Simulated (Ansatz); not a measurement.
Below is a relaxed structure of WSe2. It was relaxed at this level from a Materials Project cell.

The calculation used DFT PBE, scalar-relativistic, plane waves, PAW (Ansatz 0.2.0). Cutoff 420 eV, Γ-centred mesh, Gaussian smearing, no spin polarisation.

```yaml
crystal:
  lattice:
    - [3.32048, 0.00000, 0.00000]
    - [-1.66024, 2.87562, 0.00000]
    - [0.00000, 0.00000, 24.82027]
  atoms:
    - { symbol: W, position: [0.66667, 0.33333, 0.15315] }
    - { symbol: W, position: [0.33333, 0.66667, 0.84685] }
    - { symbol: Se, position: [0.33333, 0.66667, 0.22076] }
    - { symbol: Se, position: [0.66667, 0.33333, 0.91447] }
    - { symbol: Se, position: [0.33333, 0.66667, 0.08553] }
    - { symbol: Se, position: [0.66667, 0.33333, 0.77924] }
```

Formation energies are uncorrected and refer to the elements' standard structures at the same level.

Question: What space group does it have?

Answer: P-3m1 (No. 164). Conventional cell: a = 3.320 Å, c = 24.820 Å. W is surrounded by 6 Se at 2.55 Å; Se on its first site is surrounded by 3 W at 2.55 Å; around Se on its second site lie 3 W at 2.55 Å.

Question: How far does it lie from the elements in energy?

Answer: −0.560 eV/atom. It lies below the elements, which doesn't yet make it stable against other compounds or structures.

Question: Is it a metal?

Answer: No, the gap on the 12×12×2 mesh is 1.54 eV.

The last run used a 12×12×2 mesh (in the run's order of axes) for its 6-atom cell and Gaussian smearing of 0.02 eV. No dispersion correction is applied, so the spacing and binding between layers, chains or molecules are poorly described. These runs have no spin–orbit coupling, which can matter for W. Kohn–Sham gaps at this level usually fall short of measured ones. The reference form of Se is held partly by dispersion forces, which this level lacks. Symmetry constrained the relaxation, so the result can be a saddle point.
